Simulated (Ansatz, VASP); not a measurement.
**Two plane-wave programs on C**

```
C
1.0
     2.08881   -1.20605    0.00000
     2.08881    1.20605    0.00000
    -1.35410    0.00000    3.43942
C
2
Direct
  0.83336 0.83336 0.00009
  0.16664 0.16664 0.99991
```

This is a stacking variant of graphite.

Alike in both runs: task single point; functional LDA; k mesh 14 × 14 × 8; no spin polarisation.

|  | VASP | Ansatz |
| --- | --- | --- |
| version | VASP 6.6.1 | Ansatz 0.2.0 |
| potentials or method | VASP PAW LDA potentials, release 64 (C) | plane waves, PAW |
| plane-wave cutoff (eV) | 520 | 550 |
| occupations | methfessel-paxton of order 1, width 0.1 eV | cold, width 0.1 eV |
| valence electrons in the cell | 8 | 8 |

Ansatz gave:

| Property | Result |
| --- | --- |
| pressure (GPa) | 11.9 |
| largest component of the traceless stress (GPa) | 12.70 |

Task: What did VASP give for the same quantities?

Result: Pressure (GPa): 12.7; largest component of the traceless stress (GPa): 13.63.
